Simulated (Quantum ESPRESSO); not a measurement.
# Ge (Cmmm) in Quantum ESPRESSO: reference runs

How does Ge come out in PBE? The cell is run as given and disturbed.

All numbers are computed with Quantum ESPRESSO 7.5; they aren't measurements. Logs are shortened: lines on timing, memory, paths and dates and some standing lists are left out, and cuts for length are marked.

**1. The crystal as given**

Symmetry: Cmmm, No. 65, orthorhombic system. The conventional cell has a = 2.794 Å, b = 5.201 Å, c = 2.698 Å, α = 90.00°, β = 90.00°, γ = 90.00°. Around Ge (site symmetry mmm) lie 8 Ge at 2.70 to 2.95 Å.

This isn't the form of Ge at room conditions, which is diamond.

**2. Single point, PBE**

File pw.in:

```
&CONTROL
  calculation = 'scf'
  prefix = 'pwscf'
  outdir = './tmp'
  pseudo_dir = './pseudo'
  tprnfor = .true.
  tstress = .true.
  disk_io = 'nowf'
/
&SYSTEM
  ibrav = 0
  nat = 1
  ntyp = 1
  ecutwfc = 55
  ecutrho = 440
  nbnd = 13
  occupations = 'smearing'
  smearing = 'fd'
  degauss = 0.00367493
/
&ELECTRONS
  conv_thr = 2d-10
  electron_maxstep = 120
  mixing_beta = 0.5
/
ATOMIC_SPECIES
Ge    72.6300 ge_pbe_v1.4.uspp.F.UPF
CELL_PARAMETERS angstrom
   1.3971490000   -2.6005160000    0.0000000000
   1.3971490000    2.6005160000    0.0000000000
   0.0000000000    0.0000000000    2.6982310000
ATOMIC_POSITIONS crystal
Ge     0.5000000000    0.5000000000    0.0000000000
K_POINTS automatic
11 11 10 0 0 0
```

Potentials or basis: SSSP 1.3 efficiency PBE.

On the command line:

```bash
$ OMP_NUM_THREADS=1 pw.x -in pw.in > pw.out
```

pw.out:

```text
This program is part of the open-source Quantum ESPRESSO suite
     for quantum simulation of materials; please cite
[... 6 lines left out ...]
     using ibrav=0 with symmetry is DISCOURAGED, use correct ibrav instead

     G-vector sticks info
     --------------------
     sticks:   dense  smooth     PW     G-vecs:    dense   smooth      PW
     Sum         905     455    155                20567     7255    1433

     Using Slab Decomposition

     bravais-lattice index     =            0
     lattice parameter (alat)  =       5.5786  a.u.
     unit-cell volume          =     132.3147 (a.u.)^3
     number of atoms/cell      =            1
     number of atomic types    =            1
     number of electrons       =        14.00
     number of Kohn-Sham states=           13
     kinetic-energy cutoff     =      55.0000  Ry
     charge density cutoff     =     440.0000  Ry
     scf convergence threshold =      2.0E-10
     mixing beta               =       0.5000
     number of iterations used =            8  plain     mixing
     Exchange-correlation=  SLA  PW   PBX  PBC
                           (   1   4   3   4   0   0   0)

     celldm(1)=   5.578601  celldm(2)=   0.000000  celldm(3)=   0.000000
     celldm(4)=   0.000000  celldm(5)=   0.000000  celldm(6)=   0.000000

     crystal axes: (cart. coord. in units of alat)
               a(1) = (   0.473278  -0.880913   0.000000 )
               a(2) = (   0.473278   0.880913   0.000000 )
               a(3) = (   0.000000   0.000000   0.914014 )

     reciprocal axes: (cart. coord. in units 2 pi/alat)
               b(1) = (  1.056462 -0.567593  0.000000 )
               b(2) = (  1.056462  0.567593 -0.000000 )
               b(3) = ( -0.000000  0.000000  1.094076 )

     PseudoPot. # 1 for Ge read from file:
     ge_pbe_v1.4.uspp.F.UPF
     Pseudo is Ultrasoft + core correction, Zval = 14.0
     Generated by new atomic code, or converted to UPF format
     Using radial grid of  873 points,  6 beta functions with:
                l(1) =   0
                l(2) =   0
                l(3) =   1
                l(4) =   1
                l(5) =   2
                l(6) =   2
     Q(r) pseudized with  8 coefficients,  rinner =    1.400   1.400   1.400
                                                       1.400   1.400

     atomic species   valence    mass     pseudopotential
     Ge               14.00    72.63000     Ge( 1.00)

      8 Sym. Ops., with inversion, found

   Cartesian axes

     site n.     atom                  positions (alat units)
         1        Ge     tau(   1) = (   0.4732780   0.0000000   0.0000000  )

     number of k points=   216  Fermi-Dirac smearing, width (Ry)=  0.0037

     Number of k-points >= 100: set verbosity='high' to print them.

     Dense  grid:    20567 G-vectors     FFT dimensions: (  40,  40,  36)

     Smooth grid:     7255 G-vectors     FFT dimensions: (  27,  27,  25)

     Check: negative core charge=   -0.000001

     Initial potential from superposition of free atoms

     starting charge      13.9991, renormalised to      14.0000
     Starting wfcs are    9 randomized atomic wfcs +    4 random wfcs

     Self-consistent Calculation

     iteration #  1     ecut=    55.00 Ry     beta= 0.50
     Davidson diagonalization with overlap
     ethr =  1.00E-02,  avg # of iterations =  4.7

     Threshold (ethr) on eigenvalues was too large:
     Diagonalizing with lowered threshold

     Davidson diagonalization with overlap
     ethr =  2.48E-05,  avg # of iterations =  3.6

     total energy              =    -213.63242499 Ry
     estimated scf accuracy    <       0.00352754 Ry

     iteration #  2     ecut=    55.00 Ry     beta= 0.50
     Davidson diagonalization with overlap
     ethr =  2.52E-05,  avg # of iterations =  1.0

     total energy              =    -213.63271780 Ry
     estimated scf accuracy    <       0.00055242 Ry

     iteration #  3     ecut=    55.00 Ry     beta= 0.50
     Davidson diagonalization with overlap
     ethr =  3.95E-06,  avg # of iterations =  1.3

     total energy              =    -213.63274416 Ry
     estimated scf accuracy    <       0.00004826 Ry

     iteration #  4     ecut=    55.00 Ry     beta= 0.50
     Davidson diagonalization with overlap
     ethr =  3.45E-07,  avg # of iterations =  1.1

     total energy              =    -213.63274582 Ry
     estimated scf accuracy    <       0.00000075 Ry

     iteration #  5     ecut=    55.00 Ry     beta= 0.50
     Davidson diagonalization with overlap
     ethr =  5.34E-09,  avg # of iterations =  2.5

     total energy              =    -213.63274596 Ry
     estimated scf accuracy    <       0.00000003 Ry

     iteration #  6     ecut=    55.00 Ry     beta= 0.50
     Davidson diagonalization with overlap
     ethr =  2.49E-10,  avg # of iterations =  2.1

     total energy              =    -213.63274597 Ry
     estimated scf accuracy    <          4.4E-09 Ry

     iteration #  7     ecut=    55.00 Ry     beta= 0.50
     Davidson diagonalization with overlap
     ethr =  3.17E-11,  avg # of iterations =  2.0

     End of self-consistent calculation

     Number of k-points >= 100: set verbosity='high' to print the bands.

     the Fermi energy is    10.2052 ev

!    total energy              =    -213.63274598 Ry
     estimated scf accuracy    <          4.2E-11 Ry
     smearing contrib. (-TS)   =      -0.00028968 Ry
     internal energy E=F+TS    =    -213.63245629 Ry

     The total energy is F=E-TS. E is the sum of the following terms:
     one-electron contribution =    -118.70330962 Ry
     hartree contribution      =      73.31405476 Ry
     xc contribution           =     -58.27031202 Ry
     ewald contribution        =    -109.97288941 Ry

     convergence has been achieved in   7 iterations

     Forces acting on atoms (cartesian axes, Ry/au):

     atom    1 type  1   force =     0.00000000    0.00000000    0.00000000

     Total force =     0.000000     Total SCF correction =     0.000000

     Computing stress (Cartesian axis) and pressure

          total   stress  (Ry/bohr**3)                   (kbar)     P=       -6.18
   0.00006006  -0.00000000   0.00000000            8.84       -0.00        0.00
   0.00000000  -0.00017309   0.00000000            0.00      -25.46        0.00
   0.00000000   0.00000000  -0.00001306            0.00        0.00       -1.92

=------------------------------------------------------------------------------=
   JOB DONE.
=------------------------------------------------------------------------------=
```

It took 33 s on 1 thread of Arm Neoverse V1, shared host; peak memory 0.13 GiB.

Results:

```
Free energy            : -2906.6216 eV
Pressure               : -0.6 GPa
Band gap on the k mesh : none (metal or under the smearing width)
```

Stress tensor (GPa, compression positive):
```
 0.88  0.00  0.00
 0.00 -2.55  0.00
 0.00  0.00 -0.19
```

**3. Single point, PBE (cell strained at random at fixed volume)**

pw.in, as its differences from that of step 2:

```diff
@@ -28,7 +28,7 @@
 CELL_PARAMETERS angstrom
-   1.3971490000   -2.6005160000    0.0000000000
-   1.3971490000    2.6005160000    0.0000000000
-   0.0000000000    0.0000000000    2.6982310000
+   1.3670230000   -2.6325480000    0.0133260000
+   1.3600710000    2.6288130000    0.0077580000
+   0.0203590000   -0.0028880000    2.7331880000
 ATOMIC_POSITIONS crystal
-Ge     0.5000000000    0.5000000000    0.0000000000
+Ge     0.5176120000    0.5148350000   -0.0070280000
 K_POINTS automatic
```

Potentials or basis: SSSP 1.3 efficiency PBE.

On the command line:

```bash
$ OMP_NUM_THREADS=1 pw.x -in pw.in > pw.out
```

pw.out:

```text
This program is part of the open-source Quantum ESPRESSO suite
     for quantum simulation of materials; please cite
         "P. Giannozzi et al., J. Phys.:Condens. Matter 21 395502 (2009);
         "P. Giannozzi et al., J. Phys.:Condens. Matter 29 465901 (2017);
         "P. Giannozzi et al., J. Chem. Phys. 152 154105 (2020);
     in publications or presentations arising from this work. More details at

     G-vector sticks info
     --------------------
     sticks:   dense  smooth     PW     G-vecs:    dense   smooth      PW
     Sum         899     451    151                20649     7301    1469

     Using Slab Decomposition

     bravais-lattice index     =            0
     lattice parameter (alat)  =       5.6056  a.u.
     unit-cell volume          =     132.3147 (a.u.)^3
     number of atoms/cell      =            1
     number of atomic types    =            1
     number of electrons       =        14.00
     number of Kohn-Sham states=           13
     kinetic-energy cutoff     =      55.0000  Ry
     charge density cutoff     =     440.0000  Ry
     scf convergence threshold =      2.0E-10
     mixing beta               =       0.5000
     number of iterations used =            8  plain     mixing
     Exchange-correlation=  SLA  PW   PBX  PBC
                           (   1   4   3   4   0   0   0)

     celldm(1)=   5.605591  celldm(2)=   0.000000  celldm(3)=   0.000000
     celldm(4)=   0.000000  celldm(5)=   0.000000  celldm(6)=   0.000000

     crystal axes: (cart. coord. in units of alat)
               a(1) = (   0.460843  -0.887470   0.004492 )
               a(2) = (   0.458500   0.886211   0.002615 )
               a(3) = (   0.006863  -0.000974   0.921397 )

     reciprocal axes: (cart. coord. in units 2 pi/alat)
               b(1) = (  1.087030 -0.562372 -0.008691 )
               b(2) = (  1.088566  0.565230 -0.007511 )
               b(3) = ( -0.008390  0.001138  1.085372 )

     PseudoPot. # 1 for Ge read from file:
     ge_pbe_v1.4.uspp.F.UPF
     Pseudo is Ultrasoft + core correction, Zval = 14.0
     Generated by new atomic code, or converted to UPF format
     Using radial grid of  873 points,  6 beta functions with:
                l(1) =   0
                l(2) =   0
                l(3) =   1
                l(4) =   1
                l(5) =   2
                l(6) =   2
     Q(r) pseudized with  8 coefficients,  rinner =    1.400   1.400   1.400
                                                       1.400   1.400

     atomic species   valence    mass     pseudopotential
     Ge               14.00    72.63000     Ge( 1.00)

     No symmetry found

   Cartesian axes

     site n.     atom                  positions (alat units)
         1        Ge     tau(   1) = (   0.4745415  -0.0031059  -0.0028038  )

     number of k points=   606  Fermi-Dirac smearing, width (Ry)=  0.0037

     Number of k-points >= 100: set verbosity='high' to print them.

     Dense  grid:    20649 G-vectors     FFT dimensions: (  40,  40,  36)

     Smooth grid:     7301 G-vectors     FFT dimensions: (  27,  27,  25)

     Check: negative core charge=   -0.000001

     Initial potential from superposition of free atoms

     starting charge      13.9991, renormalised to      14.0000
     Starting wfcs are    9 randomized atomic wfcs +    4 random wfcs

     Self-consistent Calculation

     iteration #  1     ecut=    55.00 Ry     beta= 0.50
     Davidson diagonalization with overlap
     ethr =  1.00E-02,  avg # of iterations =  4.5

     Threshold (ethr) on eigenvalues was too large:
     Diagonalizing with lowered threshold

     Davidson diagonalization with overlap
     ethr =  2.41E-05,  avg # of iterations =  3.9

     total energy              =    -213.63145552 Ry
     estimated scf accuracy    <       0.00343456 Ry

     iteration #  2     ecut=    55.00 Ry     beta= 0.50
     Davidson diagonalization with overlap
     ethr =  2.45E-05,  avg # of iterations =  1.0

     total energy              =    -213.63174395 Ry
     estimated scf accuracy    <       0.00053707 Ry

     iteration #  3     ecut=    55.00 Ry     beta= 0.50
     Davidson diagonalization with overlap
     ethr =  3.84E-06,  avg # of iterations =  1.3

     total energy              =    -213.63176903 Ry
     estimated scf accuracy    <       0.00004784 Ry

     iteration #  4     ecut=    55.00 Ry     beta= 0.50
     Davidson diagonalization with overlap
     ethr =  3.42E-07,  avg # of iterations =  1.0

     total energy              =    -213.63177069 Ry
     estimated scf accuracy    <       0.00000071 Ry

     iteration #  5     ecut=    55.00 Ry     beta= 0.50
     Davidson diagonalization with overlap
     ethr =  5.07E-09,  avg # of iterations =  2.5

     total energy              =    -213.63177082 Ry
     estimated scf accuracy    <       0.00000003 Ry

     iteration #  6     ecut=    55.00 Ry     beta= 0.50
     Davidson diagonalization with overlap
     ethr =  2.40E-10,  avg # of iterations =  2.1

     total energy              =    -213.63177084 Ry
     estimated scf accuracy    <          4.0E-09 Ry

     iteration #  7     ecut=    55.00 Ry     beta= 0.50
     Davidson diagonalization with overlap
     ethr =  2.88E-11,  avg # of iterations =  2.0

     End of self-consistent calculation

     Number of k-points >= 100: set verbosity='high' to print the bands.

     the Fermi energy is    10.2148 ev

!    total energy              =    -213.63177084 Ry
     estimated scf accuracy    <          3.4E-11 Ry
     smearing contrib. (-TS)   =      -0.00032542 Ry
     internal energy E=F+TS    =    -213.63144542 Ry

     The total energy is F=E-TS. E is the sum of the following terms:
     one-electron contribution =    -118.89232410 Ry
     hartree contribution      =      73.40713223 Ry
     xc contribution           =     -58.27177775 Ry
     ewald contribution        =    -109.87447579 Ry

     convergence has been achieved in   7 iterations

     Forces acting on atoms (cartesian axes, Ry/au):

     atom    1 type  1   force =     0.00000000    0.00000000    0.00000000

     Total force =     0.000000     Total SCF correction =     0.000000

     Computing stress (Cartesian axis) and pressure

          total   stress  (Ry/bohr**3)                   (kbar)     P=       -2.10
   0.00027041  -0.00000597  -0.00002227           39.78       -0.88       -3.28
  -0.00000597  -0.00010520   0.00000500           -0.88      -15.48        0.74
  -0.00002227   0.00000500  -0.00020802           -3.28        0.74      -30.60

=------------------------------------------------------------------------------=
   JOB DONE.
=------------------------------------------------------------------------------=
```

Wall time 89 s (1 thread of Arm Neoverse V1, shared host); peak memory 0.21 GiB.

What came out:

- Free energy: -2906.6083 eV
- Pressure: -0.2 GPa
- Band gap on the k mesh: none (metal or under the smearing width)
